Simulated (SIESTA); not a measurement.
SnO2 under changes of volume

One of the cells (14.496 Å³/atom); the others are scaled copies at fixed shape and fractional positions:

```
Sn O
1.0
     1.61709    0.93363    4.80059
    -1.61709    0.93363    4.80059
     0.00000   -1.86726    4.80059
Sn O
1 2
Direct
  0.50000 0.50000 0.50000
  0.76283 0.76283 0.76283
  0.23717 0.23717 0.23717
```

Measurements of this composition are mostly on another form, of space group No. 136.

| Quantity | Value |
| --- | --- |
| Program | SIESTA 5.4.2 |
| Functional | LDA |
| Potentials or basis | PseudoDojo 0.4 standard (LDA files) |
| Basis | DZP (energy shift 0.003 Ry; two zetas on semicore shells) |
| Grid cutoff | 800 Ry |
| Energy shift | 0.003 Ry |
| k mesh | 10 × 10 × 10 |
| Occupations | fermi-dirac, width 0.05 eV |
| Spin | no spin polarisation |

```tsv
volume (Å³/atom)	energy over the lowest point (meV/atom)	pressure (GPa)	gap on the mesh (eV)	largest force (eV/Å)
13.626	7.33	5.7	2.14	0.532
13.916	0.43	2.0	1.98	0.261
14.206	0.00	-1.4	1.84	0.014
14.496	?	?	?	?
14.785	15.80	-7.1	1.58	0.416
15.075	30.78	-9.4	1.47	0.605
15.365	49.73	-11.5	1.36	0.779
```

**Question.** What does the run at 14.496 Å³/atom give?

**Answer.** Energy over the lowest point 5.34 meV/atom; pressure -4.4 GPa; gap on the mesh 1.70 eV; largest force 0.211 eV/Å.

Worked out: A Birch-Murnaghan fit of order 3 (a polynomial in V^(-2/3)) to the other rows has its minimum at 14.08 Å³/atom with B0 = V·E''(V) = 163 GPa and B' = 4.9 at fixed shape and positions, which overstates the stiffness. It gives 5.38 meV/atom at 14.496 Å³/atom, against the run's 5.34, and -dE/dV = -4.4 GPa, against -4.4. A parabola through the other rows of the gap, of slope -6.43 eV per unit of ln V there, gives 1.70 eV, against the run's 1.70.

Energies are extrapolated to zero smearing.

Caveats: spin-orbit coupling is left out, which moves the levels of the heavy elements; the basis of atomic orbitals isn't converged, which shifts pressures, moduli and gaps.

A mesh can miss the band edges.
